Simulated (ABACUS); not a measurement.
Crystal: I.

```
I
1.0
     0.00000    2.36560    3.90984
     2.19225    0.00000    3.90984
     2.19225    2.36560    0.00000
I
1
Direct
  0.00000 0.00000 0.00000
```

```yaml
Program: ABACUS 3.10.1
Task: relaxation of cell and atoms
Functional: LDA
Potentials_or_basis: PseudoDojo NC SR 0.4.1 PBE standard
Cutoff: 1361 eV
Density_cutoff: 5442 eV
Basis: DZP LCAO (the cutoffs set its grid)
k_mesh: 6 × 6 × 6
Occupations: fermi-dirac, width 0.05 eV
Spin: no spin polarisation
```

At the start: pressure -0.8 GPa; volume 40.55 Å³/atom.

Task: Where does the relaxation end?

Result: Over 16 steps the energy falls by 16.6 meV/atom and the volume is 36.84 Å³/atom (-9.1 %); space group Fmmm (No. 69, to 0.05 Å).

Step by step:
| step | energy change (eV) | largest force (eV/Å) | pressure (GPa) | volume (Å³) |
| --- | --- | --- | --- | --- |
| 1 | 0.0000 | 0.0000 | -0.85 | 40.55 |
| 2 | -0.0053 | 0.0000 | -0.13 | 39.26 |
| 3 | -0.0060 | 0.0000 | 0.32 | 38.57 |
| 4 | -0.0096 | 0.0000 | 0.30 | 38.13 |
| 5 | -0.0157 | 0.0000 | 0.33 | 36.80 |
| 6 | -0.0159 | 0.0000 | 0.37 | 36.45 |
| 7 | -0.0164 | 0.0000 | -0.02 | 36.86 |
| 8 | -0.0164 | 0.0000 | -0.01 | 36.85 |
| 9 | -0.0165 | 0.0000 | -0.01 | 36.86 |
| 10 | -0.0165 | 0.0000 | -0.01 | 36.90 |
| 11 | -0.0165 | 0.0000 | 0.00 | 36.88 |
| 12 | -0.0166 | 0.0000 | 0.03 | 36.81 |
| 13 | -0.0166 | 0.0000 | -0.01 | 36.84 |
| 14 | -0.0166 | 0.0000 | -0.02 | 36.84 |
| 15 | -0.0166 | 0.0000 | -0.01 | 36.84 |
| 16 | -0.0166 | 0.0000 | -0.01 | 36.84 |

Final structure:
```yaml
crystal:
  lattice:
    - [0.00000, 2.34300, 3.58682]
    - [2.19205, 0.00000, 3.58682]
    - [2.19205, 2.34300, 0.00000]
  atoms:
    - { symbol: I, position: [0.00000, 0.00000, 0.00000] }
```

Caveat: the atomic orbitals were generated for these runs and aren't a published set; the potentials were made for another functional, which shifts forces and pressure; the basis of atomic orbitals isn't converged, which shifts pressures, moduli and gaps.
